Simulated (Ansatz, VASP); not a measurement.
**Two plane-wave programs on BN**

File INCAR:

```
ALGO = Normal
EDIFF = 1E-6
ENCUT = 520
GGA = PE
ISIF = 2
ISMEAR = 0
LASPH = True
LCHARG = False
LREAL = False
LWAVE = False
NBANDS = 11
NELM = 60
PREC = Accurate
SIGMA = 0.05
```

File KPOINTS:

```
k-points
0
Gamma
  12 12 12
```

File POSCAR:

```
BN
1.0
    0.0000000000      1.9175878204      1.7829733337
    1.7829733337      0.0000000000      1.7829733337
    1.7829733337      1.9175878204      0.0000000000
B N
1 1
Direct
    0.0000000000      0.0000000000      0.0000000000
    0.7500000000      0.7500000000      0.7500000000
```

Input for Ansatz:

```yaml
crystal:
  lattice:
    - [0.0, 1.9175878204, 1.7829733337]
    - [1.7829733337, 0.0, 1.7829733337]
    - [1.7829733337, 1.9175878204, 0.0]
  atoms:
    - { symbol: B, position: [0.0, 0.0, 0.0] }
    - { symbol: "N", position: [0.75, 0.75, 0.75] }
basis:
  ecutwfc: 520.0
kpoints:
  mp_grid: { grid: [12, 12, 12] }
hamiltonian:
  xc: pbe
scf:
  occupations: { method: gaussian, width: 0.05 }
output:
  forces: true
  stress: true
  eigenvalues: true
```

Alike in both runs: task single point; functional PBE; k mesh 12 × 12 × 12; occupations gaussian, width 0.05 eV; no spin polarisation.

```csv
,VASP,Ansatz
version,VASP 6.6.1,Ansatz 0.2.0
potentials or method,"VASP PAW PBE potentials, release 64 (B, N)","scalar-relativistic, plane waves, PAW"
plane-wave cutoff (eV),520,520
valence electrons in the cell,8,8
```

Ansatz gave:

* gap on the k mesh at the Fermi level (eV): 3.79
* least direct gap on the mesh (eV): 8.29
* pressure (GPa): -8.4
* largest component of the traceless stress (GPa): 31.86

Task: Which values does VASP return?

Result: gap on the k mesh at the Fermi level (eV): 3.78; least direct gap on the mesh (eV): 8.28; pressure (GPa): -8.3; largest component of the traceless stress (GPa): 31.88.

A k mesh can miss the band edges.
